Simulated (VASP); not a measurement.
Wanted: the native input for a VASP 6.6.1 run.

```yaml
Task: single point
Functional: PBE
Potentials_or_basis: VASP PAW PBE potentials, release 64 (Pt, Se)
Cutoff: 520 eV
k_mesh: 5 × 5 × 5
Occupations: gaussian, width 0.05 eV
Spin: collinear spin, ferromagnetic start
Starting_moments: "[0.5, 0.0] μB"
Hubbard_terms: Pt d U = 4 eV
Further_INCAR_settings: ALGO = Fast; EDIFF = 1e-06
```

The structure of PtSe lies in POSCAR:

```
PtSe
1.0
    0.0000000000      3.0374472300      3.0374472300
    3.0374472300      0.0000000000      3.0374472300
    3.0374472300      3.0374472300      0.0000000000
Pt Se
1 1
Direct
    0.0000000000      0.0000000000      0.0000000000
    0.2500000000      0.2500000000      0.2500000000
```

The cell comes from a database or a generator and needn't be the stable form of this composition.

The input as run:

INCAR

```
SYSTEM = PtSe
PREC = Accurate ; ENCUT = 520
EDIFF = 1E-6 ; ISMEAR = 0
SIGMA = 0.05 ; LREAL = .False.
LASPH = .True. ; NELM = 100
ALGO = Fast ; ISIF = 2
LWAVE = .False. ; LCHARG = .True.
ISPIN = 2 ; MAGMOM = 0.5 0
LORBIT = 11 ; LMAXMIX = 4
LDAU = .True. ; LDAUTYPE = 2
LDAUL = 2 -1 ; LDAUU = 4 0
LDAUJ = 0 0 ; LDAUPRINT = 1
GGA = PE ; LELF = .True.
LVHAR = .True.
```

KPOINTS

```
regular mesh
0
Gamma
  5 5 5
  0 0 0
```

Potentials or basis: VASP PAW PBE potentials, release 64 (Pt, Se).

Launch:

```sh
$ cat potpaw_PBE.64/Pt/POTCAR potpaw_PBE.64/Se/POTCAR > POTCAR
$ mpirun -np 1 vasp_std > vasp.out
```

It gave:

```
Pressure                                              : -11.9 GPa
Band gap on the k mesh                                : none (metal or under the smearing width)
Net moment                                            : 0.10 μB per cell
Site moments                                          : Pt +0.06; Se +0.02 μB
Valence electrons inside the program's atomic spheres : Pt 9.25; Se 3.63
```

It took 15 s on 1 thread of Intel(R) Xeon(R) 6975P-C (Granite Rapids), on a shared host, peak memory 0.2 GiB.
